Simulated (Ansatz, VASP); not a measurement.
## NaF: VASP beside Ansatz

INCAR

```
PREC     = Accurate       # precision mode
ENCUT    = 520            # plane-wave cutoff, eV
EDIFF    = 1E-8           # SCF threshold, eV
ISMEAR   = -1             # smearing method
SIGMA    = 0.03           # smearing width, eV
LREAL    = False          # projectors in reciprocal space
LASPH    = True           # aspherical terms in the spheres
NELM     = 60             # most SCF steps
ALGO     = Normal         # electronic algorithm
ISIF     = 2              # what is computed and relaxed
LWAVE    = False          # write WAVECAR
LCHARG   = False          # write CHGCAR
GGA      = PE             # functional
LEFG     = True         
NBANDS   = 14             # bands
```

File KPOINTS:

```
Automatic mesh
0
Gamma
  15 15 15
```

The input POSCAR:

```
NaF
1.0
    0.0000000000      2.3233000000      2.3233000000
    2.3233000000      0.0000000000      2.3233000000
    2.3233000000      2.3233000000      0.0000000000
Na F
1 1
Direct
    0.0000000000      0.0000000000      0.0000000000
    0.5000000000      0.5000000000      0.5000000000
```

Input for Ansatz:

```yaml
crystal:
  lattice:
    - [0.0, 2.3233, 2.3233]
    - [2.3233, 0.0, 2.3233]
    - [2.3233, 2.3233, 0.0]
  atoms:
    - { symbol: Na, position: [0.0, 0.0, 0.0] }
    - { symbol: F, position: [0.5, 0.5, 0.5] }
kpoints:
  mp_grid: { grid: [15, 15, 15] }
scf:
  occupations: { method: fermi_dirac, width: 0.03 }
hamiltonian:
  xc: pbe
  pseudopotentials: { kind: paw }
output:
  forces: true
  stress: true
  eigenvalues: true
  efg: { contact_densities: true }
```

Alike in both runs: task electric field gradients; functional PBE; k mesh 15 × 15 × 15; occupations fermi-dirac, width 0.03 eV; no spin polarisation.

```csv
,VASP,Ansatz
version,VASP 6.6.1,Ansatz 0.2.0
potentials or method,"VASP PAW PBE potentials, release 64 (Na_pv, F)","PAW with Ansatz's default frozen-core files, scalar-relativistic"
plane-wave cutoff (eV),520,420
valence electrons in the cell,14,16
```

|  | VASP | Ansatz | Ansatz less VASP |
| --- | --- | --- | --- |
| gap on the k mesh at the Fermi level (eV) | 6.26 | 6.27 | +0.016 |
| pressure (GPa) | 1.6 | 1.7 | +0.12 |
| Vzz of the field gradient on the site that differs most (V/Å²) | 0.0 | 0.0 | -0.02 |

The two sets of potentials don't hold the same shells in valence.

Caveats: an odd mesh through Γ misses points on the zone boundary, where band edges often lie.
